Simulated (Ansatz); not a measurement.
# A defect in a wire: Rh wire of staggered 3-rings, O in place of one Rh

Aim: how much does this defect scatter, and at which energies?

Method: DFT PBE, plane waves, PAW; relaxation of a wire's period, in the first sound run; inputs show where later runs differ, in Ansatz 0.2.0.

### 1. The starting structure

The cell holds 6 atoms: 6 Rh. Cell: a = 9.865 Å, b = 9.454 Å, c = 4.441 Å, α = 90.0°, β = 90.0°, γ = 90.0°. Vacuum lies along a and b. The structure's axis is c.

### 2. Relaxation of atoms and period

Band widths follow the bond lengths, so the wire is relaxed first. The atoms and the third cell vector are free; the box across stays fixed as vacuum. Moments are seeded so that a magnetic state can form if it lies lower. A Fermi-Dirac smearing is set since the result may be a metal. The pressure printed is a third of the stress's trace over the whole box, vacuum included; only the stress along the axis is relaxed.

Contents of input.yaml:

```yaml
crystal:
  lattice:
    - [9.865, 0.0, 0.0]
    - [0.0, 9.454, 0.0]
    - [0.0, 0.0, 4.441479114]
  atoms:
    - { symbol: Rh, position: [0.422317239, 0.640369642, 0.0], spin: 0.8 }
    - { symbol: Rh, position: [0.422317239, 0.359636133, 0.0], spin: 0.8 }
    - { symbol: Rh, position: [0.655310519, 0.500002887, 0.0], spin: 0.8 }
    - { symbol: Rh, position: [0.344652813, 0.500002887, 0.5], spin: 0.8 }
    - { symbol: Rh, position: [0.577646092, 0.640369642, 0.5], spin: 0.8 }
    - { symbol: Rh, position: [0.577646092, 0.359636133, 0.5], spin: 0.8 }
magnetization:
  spin_polarized: true
kpoints:
  mp_grid: { grid: [1, 1, 19] }
scf:
  occupations: { method: fermi_dirac, width: 0.05 }
hamiltonian:
  xc: pbe
relax:
  cell: { fix: [a, b, alpha, beta, gamma] }
  max_steps: 60
```

The run is started by

```bash
$ ansatz run input.yaml --threads 8 --pin off --max-ram 16384MiB --backend cpu --events-out ev --progress --plain --runs-dir out
```

Numbers of over 12 decimals in the logs are rounded to 6 here.

Output:

```text
Engine: ansatz 0.2.0, aarch64-unknown-linux-gnu
Pseudopotentials: kind: paw
Pseudopotential: Rh, paw, valence charge 17, recommended cutoff 420 eV (normal), Rh.paw.azcp
Functional definition: PBE
  parameter kappa = 0.804
  parameter beta = 0.066725
  exchange = pbe_x(kappa = kappa, mu = beta*pi^2/3)
  correlation = pbe_c(beta = beta)
Crystal: 6 atoms, lattice volume = 414.229 Å³
Basis set: ecut = 420 eV, 8129 PW (Γ), exchange–correlation on 144×128×60 points (8 copies of the dense FFT grid, shifted against one another)
Bands: 65, of which v1, the nominal top of the filled ones, is band 51 counted from 1 (50 counted from 0)
Symmetry: 8 space group operations
Space group: Pmma (ITA 51), of the structure as read, at distance tolerance 7.5e-5 Å
Magnetic group: BNS 51.289 (UNI 387), of the structure as read, at distance tolerance 7.5e-5 Å
k-points: 10 of 19
Non-local potential: Rh, projectors of the file, l = 0: 3, l = 1: 2, l = 2: 2, l = 3: 1
PAW form: soft (Blöchl's): semilocal exchange-correlation on the pseudo side does not see the compensation charge
PAW one-centre angular grid: Rh, 590 points (default); XC on 64 Gauss nodes
Initial density: superposition of atomic densities (neutral atoms: chi_scale 0, normalization atom)
Starting moments: Σ|m| = 4.8 μB on 6 of 6 sites
Initial wavefunctions: pseudopotential atomic-orbital guess
Functional: x = pbe(κ = 0.804, μ = 0.219515), c = pbe(β = 0.066725)
SCF iter   1: F=—  HF=-38408.834970 eV  |F-HF|=—  |Δ(HF+E_count)|=         —  Δρ=1.96e-2 (↑1.72e-2 ↓1.96e-2)  dr2=9.88e0  dr2_m=9.99e-2  M=4.393 μB ∫|m|=4.420 μB  β_m=0.30  ethr=3.10e-3  ⟨swp⟩=7.3  Hψ=4971  notcnv=0  defer=12
Mixer restart at iter 1: flushing history
preconditioner: auto → LDOS  [metal: Δε(μ)=0.012 eV  Ē_g=4.807 eV  σ=0.050 eV  W_gap=0.06  n_scr=78 (ndim 8)  ℏωp=13.4 eV  f_vac=0.620  D(μ)=20.16/eV (n_scr^D=172)]
spin=Collinear: LDOS preconditioning applied to the charge; magnetization (m = ρ↑ − ρ↓) channel mixes plain (no charge-response kernel on spin).
SCF iter   2: F=—  HF=-38406.157844 eV  |F-HF|=—  |Δ(HF+E_count)|=    2.68e0  Δρ=1.05e-2 (↑9.19e-3 ↓1.05e-2)  dr2=1.52e0  dr2_m=6.69e-2  M=4.468 μB ∫|m|=4.513 μB  β_m=0.38  ethr=3.10e-3  ⟨swp⟩=2.1  Hψ=2250  notcnv=0  defer=72
SCF iter   3: F=—  HF=-38405.828594 eV  |F-HF|=—  |Δ(HF+E_count)|=   3.29e-1  Δρ=5.03e-3 (↑4.98e-3 ↓5.03e-3)  dr2=1.86e-1  dr2_m=2.98e-2  M=4.571 μB ∫|m|=4.641 μB  β_m=0.56  ethr=1.49e-3  ⟨swp⟩=2.2  Hψ=2248  notcnv=0  defer=64
SCF iter   4: F=—  HF=-38406.168187 eV  |F-HF|=—  |Δ(HF+E_count)|=         —  Δρ=1.57e-2 (↑1.57e-2 ↓1.54e-2)  dr2=7.23e-2  dr2_m=8.20e-1  M=7.583 μB ∫|m|=7.680 μB  β_m=1.00  ethr=1.82e-4  ⟨swp⟩=2.2  Hψ=2012  notcnv=0  defer=64  κ⁻¹=7.1e-3(r=2)
SCF iter   5: F=—  HF=-38405.992812 eV  |F-HF|=—  |Δ(HF+E_count)|=   1.75e-1  Δρ=3.34e-3 (↑3.15e-3 ↓3.34e-3)  dr2=4.94e-3  dr2_m=3.86e-2  M=8.231 μB ∫|m|=8.394 μB  β_m=0.56  ethr=4.90e-5  ⟨swp⟩=2.0  Hψ=2315  notcnv=0  defer=64
SCF iter   6: F=—  HF=-38406.004987 eV  |F-HF|=—  |Δ(HF+E_count)|=   1.22e-2  Δρ=2.45e-3 (↑2.19e-3 ↓2.45e-3)  dr2=2.50e-3  dr2_m=1.94e-2  M=8.423 μB ∫|m|=8.604 μB  β_m=0.35  ethr=4.84e-6  ⟨swp⟩=2.5  Hψ=2424  notcnv=0  defer=64
SCF iter   7: F=—  HF=-38406.013739 eV  |F-HF|=—  |Δ(HF+E_count)|=   8.75e-3  Δρ=1.32e-3 (↑1.01e-3 ↓1.32e-3)  dr2=1.13e-3  dr2_m=4.95e-3  M=8.600 μB ∫|m|=8.799 μB  β_m=0.63  ethr=2.45e-6  ⟨swp⟩=2.2  Hψ=2436  notcnv=0  defer=65
SCF iter   8: F=—  HF=-38406.017208 eV  |F-HF|=—  |Δ(HF+E_count)|=   3.47e-3  Δρ=3.28e-4 (↑2.74e-4 ↓3.28e-4)  dr2=1.16e-4  dr2_m=2.97e-4  M=8.757 μB ∫|m|=8.980 μB  β_m=0.82  ethr=1.11e-6  ⟨swp⟩=3.0  Hψ=2924  notcnv=0  defer=65
SCF iter   9: F=—  HF=-38406.017223 eV  |F-HF|=—  |Δ(HF+E_count)|=   1.49e-5  Δρ=2.17e-4 (↑1.25e-4 ↓2.17e-4)  dr2=9.98e-5  dr2_m=9.17e-5  M=8.737 μB ∫|m|=8.957 μB  β_m=0.82  ethr=1.14e-7  ⟨swp⟩=2.1  Hψ=2331  notcnv=0  defer=65
SCF iter  10: F=—  HF=-38406.017229 eV  |F-HF|=—  |Δ(HF+E_count)|=   5.99e-6  Δρ=1.08e-4 (↑8.76e-5 ↓1.08e-4)  dr2=9.69e-6  dr2_m=3.18e-5  M=8.744 μB ∫|m|=8.964 μB  β_m=0.87  ethr=9.78e-8  ⟨swp⟩=2.0  Hψ=1959  notcnv=0  defer=65
SCF iter  11: F=—  HF=-38406.017243 eV  |F-HF|=—  |Δ(HF+E_count)|=   1.32e-5  Δρ=2.24e-5 (↑1.02e-5 ↓2.24e-5)  dr2=1.08e-6  dr2_m=8.11e-7  M=8.753 μB ∫|m|=8.974 μB  β_m=0.90  ethr=9.50e-9  ⟨swp⟩=2.5  Hψ=2681  notcnv=0  defer=65
SCF iter  12: F=—  HF=-38406.881592 eV  |F-HF|=—  |Δ(HF+E_count)|=         —  Δρ=2.73e-2 (↑2.57e-2 ↓2.73e-2)  dr2=3.43e-1  dr2_m=2.23e0  M=3.851 μB ∫|m|=4.178 μB  β_m=1.00  ethr=1.05e-9  ⟨swp⟩=2.5  Hψ=2741  notcnv=0  defer=65
Mixer restart at iter 12: flushing history
SCF iter  13: F=—  HF=-38405.960951 eV  |F-HF|=—  |Δ(HF+E_count)|=   9.21e-1  Δρ=1.23e-2 (↑1.06e-2 ↓1.23e-2)  dr2=2.40e-1  dr2_m=3.46e-1  M=5.772 μB ∫|m|=5.905 μB  β_m=0.90  ethr=4.90e-5  ⟨swp⟩=3.0  Hψ=3196  notcnv=0  defer=68
SCF iter  14: F=—  HF=-38405.990699 eV  |F-HF|=—  |Δ(HF+E_count)|=   2.97e-2  Δρ=7.09e-3 (↑6.85e-3 ↓7.09e-3)  dr2=1.68e-1  dr2_m=1.52e-1  M=6.783 μB ∫|m|=6.931 μB  β_m=0.95  ethr=4.90e-5  ⟨swp⟩=3.0  Hψ=3292  notcnv=0  defer=68
SCF iter  15: F=—  HF=-38406.074685 eV  |F-HF|=—  |Δ(HF+E_count)|=   8.40e-2  Δρ=8.10e-3 (↑8.10e-3 ↓7.98e-3)  dr2=3.41e-1  dr2_m=1.97e-1  M=8.179 μB ∫|m|=8.330 μB  β_m=0.19  ethr=4.90e-5  ⟨swp⟩=3.0  Hψ=3125  notcnv=0  defer=68
SCF iter  16: F=—  HF=-38406.002430 eV  |F-HF|=—  |Δ(HF+E_count)|=   7.23e-2  Δρ=4.68e-3 (↑4.07e-3 ↓4.68e-3)  dr2=8.82e-3  dr2_m=6.78e-2  M=8.279 μB ∫|m|=8.449 μB  β_m=0.69  ethr=4.90e-5  ⟨swp⟩=3.2  Hψ=3061  notcnv=0  defer=67
SCF iter  17: F=—  HF=-38406.022022 eV  |F-HF|=—  |Δ(HF+E_count)|=   1.96e-2  Δρ=4.02e-3 (↑4.02e-3 ↓4.00e-3)  dr2=8.20e-3  dr2_m=5.06e-2  M=8.852 μB ∫|m|=9.086 μB  β_m=0.68  ethr=8.64e-6  ⟨swp⟩=3.0  Hψ=2957  notcnv=0  defer=67
SCF iter  18: F=—  HF=-38406.016396 eV  |F-HF|=—  |Δ(HF+E_count)|=   5.63e-3  Δρ=4.59e-4 (↑4.42e-4 ↓4.59e-4)  dr2=1.04e-3  dr2_m=4.58e-4  M=8.727 μB ∫|m|=8.942 μB  β_m=0.84  ethr=8.04e-6  ⟨swp⟩=2.0  Hψ=2134  notcnv=0  defer=65
SCF iter  19: F=—  HF=-38406.017039 eV  |F-HF|=—  |Δ(HF+E_count)|=   6.43e-4  Δρ=2.42e-4 (↑1.30e-4 ↓2.42e-4)  dr2=2.71e-4  dr2_m=7.88e-5  M=8.732 μB ∫|m|=8.950 μB  β_m=0.92  ethr=1.02e-6  ⟨swp⟩=2.2  Hψ=1967  notcnv=0  defer=65
SCF iter  20: F=—  HF=-38406.017246 eV  |F-HF|=—  |Δ(HF+E_count)|=   2.07e-4  Δρ=1.32e-4 (↑1.05e-4 ↓1.32e-4)  dr2=2.38e-5  dr2_m=4.02e-5  M=8.753 μB ∫|m|=8.975 μB  β_m=0.92  ethr=2.66e-7  ⟨swp⟩=2.5  Hψ=2549  notcnv=0  defer=65
[...]
relax step   8: F+E_penalty+E_count = -38406.61895777 eV  Δ(F+E_penalty+E_count) = -1.258e-1 eV  max|allowed force component| = 4.146e-1 eV/Å  Δτ_max = 0.0735 Å  P = +0.143 GPa  Ω = 411.337 Å³  energy of the carried Pulay correction = +3.256e-4 eV  fix = [a, b, alpha, beta, gamma]  reactions: a +0.506, b -0.129 GPa  (11 SCF iters, dr2 threshold 6.00e-7 eV, accepted)
relax step   9: F+E_penalty+E_count = -38406.67918210 eV  Δ(F+E_penalty+E_count) = -6.022e-2 eV  max|allowed force component| = 3.686e-1 eV/Å  Δτ_max = 0.0851 Å  P = +0.255 GPa  Ω = 409.506 Å³  energy of the carried Pulay correction = +5.328e-4 eV  fix = [a, b, alpha, beta, gamma]  reactions: a +0.431, b +0.059 GPa  (10 SCF iters, dr2 threshold 6.00e-7 eV, accepted)
relax step  10: F+E_penalty+E_count = -38406.68878969 eV  Δ(F+E_penalty+E_count) = -9.608e-3 eV  max|allowed force component| = 5.948e-2 eV/Å  Δτ_max = 0.0331 Å  P = -0.031 GPa  Ω = 410.242 Å³  energy of the carried Pulay correction = +4.494e-4 eV  fix = [a, b, alpha, beta, gamma]  reactions: a -0.067, b -0.025 GPa  (10 SCF iters, dr2 threshold 6.00e-7 eV, accepted)
relax step  11: F+E_penalty+E_count = -38406.68904932 eV  Δ(F+E_penalty+E_count) = -2.596e-4 eV  max|allowed force component| = 2.945e-3 eV/Å  Δτ_max = 0.0049 Å  P = -0.001 GPa  Ω = 410.374 Å³  energy of the carried Pulay correction = +4.345e-4 eV  fix = [a, b, alpha, beta, gamma]  reactions: a +0.000, b +0.005 GPa  (8 SCF iters, dr2 threshold 2.21e-7 eV, accepted)
Initial wavefunctions: pseudopotential atomic-orbital guess (no wavefunctions were taken with the density)
iter 1 solved again at ethr=2.24e-6 eV; its pass at ethr=3.10e-3 eV (dr2=2.29e-3 eV) is discarded
SCF iter   1: F=—  HF=-38406.688163 eV  |F-HF|=—  |Δ(HF+E_count)|=         —  Δρ=1.02e-5 (↑1.02e-5 ↓1.02e-5)  dr2=4.93e-7  dr2_m=1.94e-10  M=-0.000 μB ∫|m|=0.000 μB  β_m=0.65  ethr=2.24e-6  ⟨swp⟩=3.2  Hψ=8342  notcnv=0
eigensolver tolerance schedule: the retry pair's looser diagonalisation over-reported the residual by 4638.12 of it (diagonalisation noise at an unbounded share of the residual, at the tolerance the schedule requests for it); recorded, not acted on — ethr = c·dr2/N_el stays at c = 1.0e-1
preconditioner: auto → LDOS  [metal: Δε(μ)=0.076 eV  Ē_g=4.758 eV  σ=0.050 eV  W_gap=0.34  n_scr=18 (ndim 8)  ℏωp=13.5 eV  f_vac=0.653  D(μ)=6.96/eV (n_scr^D=38)]
spin=Collinear: LDOS preconditioning applied to the charge; magnetization (m = ρ↑ − ρ↓) channel mixes plain (no charge-response kernel on spin).
SCF iter   2: F=—  HF=-38406.688439 eV  |F-HF|=—  |Δ(HF+E_count)|=   2.76e-4  Δρ=3.18e-6 (↑3.18e-6 ↓3.13e-6)  dr2=3.01e-8  dr2_m=9.53e-11  M=-0.000 μB ∫|m|=0.000 μB  β_m=0.52  ethr=4.83e-10  ⟨swp⟩=3.5  Hψ=3042  notcnv=0
SCF iter   3: F=—  HF=-38406.688439 eV  |F-HF|=—  |Δ(HF+E_count)|=   3.39e-8  Δρ=1.53e-6 (↑1.53e-6 ↓1.50e-6)  dr2=8.31e-9  dr2_m=5.62e-11  M=-0.000 μB ∫|m|=0.000 μB  β_m=0.63  ethr=2.95e-11  ⟨swp⟩=2.0  Hψ=1852  notcnv=0
SCF iter   4: F=—  HF=-38406.688439 eV  |F-HF|=—  |Δ(HF+E_count)|=   1.19e-8  Δρ=3.63e-7 (↑3.63e-7 ↓3.28e-7)  dr2=1.68e-9  dr2_m=2.07e-11  M=-0.000 μB ∫|m|=0.000 μB  β_m=0.58  ethr=8.15e-12  ⟨swp⟩=2.0  Hψ=1844  notcnv=0
SCF iter   5: F=—  HF=-38406.688439 eV  |F-HF|=—  |Δ(HF+E_count)|=  2.91e-10  Δρ=1.51e-7 (↑1.51e-7 ↓1.35e-7)  dr2=1.54e-10  dr2_m=1.26e-11  M=-0.000 μB ∫|m|=0.000 μB  β_m=0.61  ethr=1.65e-12  ⟨swp⟩=2.2  Hψ=2095  notcnv=0
SCF iter   6: F=-38406.688439 eV  HF=-38406.688439 eV  |F-HF|=1.46e-11  |Δ(HF+E_count)|=  7.28e-11  Δρ=7.04e-8 (↑7.04e-8 ↓4.91e-8)  dr2=2.85e-11  dr2_m=3.93e-12  M=-0.000 μB ∫|m|=0.000 μB  ethr=1.00e-12  ⟨swp⟩=4.0  Hψ=4391  notcnv=0
the starting moments were not kept: the SCF closed with an absolute magnetisation of 1.3e-5 μB, where they sum to 4.8 μB in size (6 sites). That is at most 0.1 of that sum. Measured as dr2_m measures the in/out step, that magnetisation stands 1.3e-11 eV from none, at or under the dr2_threshold of 6.0e-11 eV: it is no larger than a step whose dr2_m would equal this threshold.
SCF 12 converged in 6 iterations: F = -38406.688439 eV  dr2 = 2.85e-11
relax step  12: F+E_penalty+E_count = -38406.68843905 eV  Δ(F+E_penalty+E_count) = +6.103e-4 eV  max|allowed force component| = 3.099e-3 eV/Å  Δτ_max = 0.0000 Å  P = +0.004 GPa  Ω = 410.374 Å³  fix = [a, b, alpha, beta, gamma]  reactions: a +0.004, b +0.011 GPa  stress off target by 2.01e-3 GPa on what of the cell is left free  SCF on the basis re-selected at this cell (its energy is not comparable with the rows above)  (6 SCF iters)
basis re-selected at this cell: Δ(F+E_penalty+E_count) = +6.103e-4 eV, ΔP = +0.006 GPa vs the last step (what re-selecting the basis moved, of the pressure what is left beyond the Pulay correction that the steps carried, after the strain that the cell walked since its last selection, with what the two solves' SCF thresholds leave and, on support functions, any second-order correction that the steps lacked; it is no m [...]
SCF converged after 6 iterations
Magnetization: -0.0000 μB (51.0000 up, 51.0000 down)
Absolute magnetization: 0.0000 μB (∫|ρ↑−ρ↓|, with the PAW one-centre terms)
Spin contamination: 0.0000 ħ² per cell (⟨S²⟩ above its minimum at these occupations)
Per-site moments (μB) at R_I (Å): [(-2.1535155166015143e-7, 1.017637), (-2.1535155168767807e-7, 1.017637), (-1.0203395992982642e-6, 1.028819), (-1.0203395992577906e-6, 1.028819), (-2.1535155159720237e-7, 1.017637), (-2.153515515722782e-7, 1.017637)]
Free energy (F): -38406.688439 eV
Harris-Foulkes:  -38406.688439 eV  (|F-HF|=1.46e-11)
Internal energy: -38406.624670 eV  (E = F + TS)
E sigma→0 (E₀):  -38406.656554 eV
Entropy (-TS):   -0.063769 eV (-10.628 meV/atom)
Fermi energy:    1.223271 eV
--- Per-component energies (eV) ---
  E_band       = -2599.507422
  E_kinetic    = 3439.281498
  E_local      = -44359.865071  (includes V_loc(G=0)·N_el)
  E_nonlocal   = 2151.977601
  E_hartree    = 19732.771671
  E_xc         = -1318.989503
  E_vxc        = -1653.731385  (∫ρ·V_xc dr)
  E_paw        = -21531.786629  (= ΣΔE_a)
  E_vpaw       = -1642.718593  (= ΣTr[D̂ρ^β])
  E_aug_tail   = 0.005404  (compensation charges beyond the density's cutoff)
  E_ewald      = 3479.980360
  E_smearing   = -0.063769  (= −TS)
  E_closure    = -0.000000  (closes the sum)
  Σ components = -38406.688439   (vs F -38406.688439, Δ=0.00e0)
--- Forces (eV/Å), atoms counted from 1 ---
  atom   1  Rh    -0.00083875     0.00309926    -0.00000000
  atom   2  Rh    -0.00083875    -0.00309926    -0.00000000
  atom   3  Rh     0.00043484    -0.00000000     0.00000000
  atom   4  Rh    -0.00043484     0.00000000    -0.00000000
  atom   5  Rh     0.00083875     0.00309926     0.00000000
  atom   6  Rh     0.00083875    -0.00309926     0.00000000
  max |Σ_I F_I| component: 4.34e-19 eV/Å
--- Stress (GPa, compression-positive) ---
        0.003917      -0.000000       0.000000
       -0.000000       0.010796       0.000000
        0.000000       0.000000      -0.002014
  P = ⅓ Tr σ = 0.0042 GPa (0.042 kbar)
--- Relaxed structure (11 steps of the walk, 11 accepted, 1 SCFs on fresh bases) ---
  F+E_penalty+E_count = -38406.68843905 eV   max|allowed force component| = 3.099e-3 eV/Å   (the final SCF, on the basis selected at the relaxed cell)
  cell:  # Å, volume = 410.3742 Å³
    - [9.865, 0, 0]
    - [0, 9.454, 0]
    - [0, 0, 4.400149]
  atoms:
    - { symbol: Rh, position: [0.408285, 0.630474, 1.7300879594102349e-18] }
    - { symbol: Rh, position: [0.408285, 0.369526, 1.7300879594102345e-18] }
    - { symbol: Rh, position: [0.628025, 0.5, 3.3642528378343804e-18] }
    - { symbol: Rh, position: [0.371939, 0.5, 0.5] }
    - { symbol: Rh, position: [0.591678, 0.630474, 0.5] }
    - { symbol: Rh, position: [0.591678, 0.369526, 0.5] }
```

It took 85 s on 8 threads of Arm Neoverse V2, shared host; peak memory 1.6 GiB; 9.8 min of CPU time.

Step by step:

| step | energy less that of the first step (eV) | largest force component (eV/Å) | pressure (GPa) | volume (Å³) |
| --- | --- | --- | --- | --- |
| 1 | 0.0000 | 0.9479 | -2.35 | 414.23 |
| 2 | -0.2678 | 0.1823 | 1.00 | 394.04 |
| 3 | -0.3410 | 0.4888 | -0.32 | 402.64 |
| 4 | -0.4163 | 0.2788 | -0.68 | 418.23 |
| 5 | -0.4383 | 0.1535 | -0.19 | 413.14 |
| 6 | -0.4449 | 0.1704 | -0.16 | 413.57 |
| 7 | -0.4759 | 0.3125 | 0.12 | 412.70 |
| 8 | -0.6017 | 0.4146 | 0.14 | 411.34 |
| 9 | -0.6619 | 0.3686 | 0.26 | 409.51 |
| 10 | -0.6715 | 0.0595 | -0.03 | 410.24 |
| 11 | -0.6718 | 0.0029 | 0.00 | 410.37 |
| 12* | -0.6712 | 0.0031 | 0.00 | 410.37 |

Relaxation steps marked * repeat the geometry before them on a plane-wave basis chosen anew for their cell, so energy and pressure can jump there.

Forces are held to the 8 operations that the run works with; a distortion that breaks them can't arise in this run.

| cell as run | before | after | change |
| --- | --- | --- | --- |
| c (Å) | 4.441 | 4.400 | -0.9 % |

The atoms that moved most (Å, along periodic axes as changes of fractional coordinates times the final cell, across vacuum about the mean position):

| atom | dx | dy | dz | length |
| --- | --- | --- | --- | --- |
| Rh3 | -0.269 | 0.000 | 0.000 | 0.269 |
| Rh4 | 0.269 | 0.000 | 0.000 | 0.269 |
| Rh5 | 0.138 | -0.094 | 0.000 | 0.167 |
| Rh6 | 0.138 | 0.094 | 0.000 | 0.167 |
| Rh1 | -0.138 | -0.094 | 0.000 | 0.167 |
| Rh2 | -0.138 | 0.094 | 0.000 | 0.167 |

The relaxed structure:

```xyz
6
Lattice="9.8650 0.0000 0.0000 0.0000 9.4540 0.0000 0.0000 0.0000 4.4001" Properties=species:S:1:pos:R:3
Rh    4.0277    5.9605    0.0000
Rh    4.0277    3.4935    0.0000
Rh    6.1955    4.7270    0.0000
Rh    3.6692    4.7270    2.2001
Rh    5.8369    5.9605    2.2001
Rh    5.8369    3.4935    2.2001
```

Numbers from this step:

```yaml
energy_at_zero_smearing: -38406.6566 eV
cell_length_along_the_wire: 4.400 Å
```

The cell's length comes to 4.400 Å with no moment.

[end of part 1 of 4]

[Logs are printed without paths, hosts, clocks, repeated set-up lines and the standing remarks that a program may print on its own settings, such as how far it seeks lower states.]

[Hosts, paths, dates, database ids (printed as entryN), source tags and the programs' standing remarks are cut or masked in the printed files.]
